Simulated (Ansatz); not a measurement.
# Na in Ansatz: the effect of target pressure

Crystal: Na.

```
Na
1.0
     3.70038    0.00000    0.00000
    -1.85019    3.20463    0.00000
     0.00000    0.00000   12.53732
Na
4
Direct
  0.66667 0.33333 0.75000
  0.00000 0.00000 0.50000
  0.33333 0.66667 0.25000
  0.00000 0.00000 0.00000
```

This isn't the form of Na at room conditions, which is bcc.

Alike in all runs:

| Property | Result |
| --- | --- |
| Program | Ansatz 0.2.0 |
| Task | relaxation of cell and atoms |
| Functional | PBEsol |
| Potentials or basis | Ansatz PAW |
| Cutoff | 420 eV (not typed: the program's choice for these potentials) |
| k mesh | 8 × 8 × 3 |
| Occupations | fermi-dirac, width 0.05 eV |
| Spin | no spin polarisation |

Each run relaxes the cell or the atoms first.

Task: One run gave: relaxed volume 30.30 Å³/atom. Which target pressure did it use?
A. 0 GPa
B. 30 GPa
C. 2 GPa
D. 10 GPa
E. 5 GPa

Result: C.

| target pressure | relaxed volume (Å³/atom) |
| --- | --- |
| 0 GPa | 36.36 |
| 2 GPa | 30.30 |
| 5 GPa | 25.88 |
| 10 GPa | 22.02 |
| 20 GPa | 18.12 |
| 30 GPa | 15.99 |

Caveats: the plane-wave basis is chosen anew once the cell has moved, so the energies of steps on either side of that aren't comparable; the PAW data sets come from PBE, with cores solved anew for the run's functional, which leaves a small shift of forces and pressure; the volume moved by over 15 % at a fixed basis, so the end points are rough (some runs).
